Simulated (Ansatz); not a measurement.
The crystal is CdTe (F-43m).

```yaml
crystal:
  lattice:
    - [0.00000, 3.24000, 3.24000]
    - [3.24000, 0.00000, 3.24000]
    - [3.24000, 3.24000, 0.00000]
  atoms:
    - { symbol: Cd, position: [0.00000, 0.00000, 0.00000] }
    - { symbol: Te, position: [0.25000, 0.25000, 0.25000] }
```

The cell and positions come from the Crystallography Open Database and are kept as given unless a step says otherwise. Spin-orbit coupling is left out unless a run names it. PAW set soft_1, made with PBE.

Gaps computed with Ansatz 0.2.0 without a self-energy: PBE 0.77 eV, HSE06 1.65 eV, PBE0 2.29 eV and DDH-PBE0 1.45 eV. The mean ε∞ by PBE perturbation theory is 8.67.

What gap should G0W0 on PBE give (4×4×4 mesh, 436 empty bands, screening to 200 eV, default PAW files)?

About 1.33 eV: on its mesh the run moves the gap from 0.76 eV by +0.57 eV. Among the scalar-relativistic levels given, DDH-PBE0 is nearest (+0.12 eV). One-shot corrections scale roughly with one over ε∞, here 0.12. Bands and cutoff are finite, so the gap is not at the basis limit. The miss can reach some tenths of an eV and take either sign; the mesh is an error of its own. The 4×4×4 mesh is coarse for this cell (its supercell is 18 Å along the shortest edge). The RPA ε∞ on it, from the PBE start, is 26.19; such meshes misread the long-range screening, most where the gap is narrow. The RPA ε∞ on this mesh reaches over 25; with a narrow direct gap a coarse mesh can overstate it, and the correction is then too small. The many-body steps are scalar-relativistic: spin-orbit coupling is not in them.

[Paths, hosts, dates, memory and timing lines, banners, echoed tables and standing remarks are left out of the program output.]

[Logs are printed without paths, hosts, clocks, repeated set-up lines and the standing remarks that a program may print on its own settings, such as how far it seeks lower states.]

[Runs of the session that timed out or met a known fault of the program may be left out.]

[Cells called generated may have been cut or substituted from an entry of the Crystallography Open Database or the Materials Project.]

[Hosts, paths, dates, database ids (printed as entryN), source tags and the programs' standing remarks are cut or masked in the printed files.]
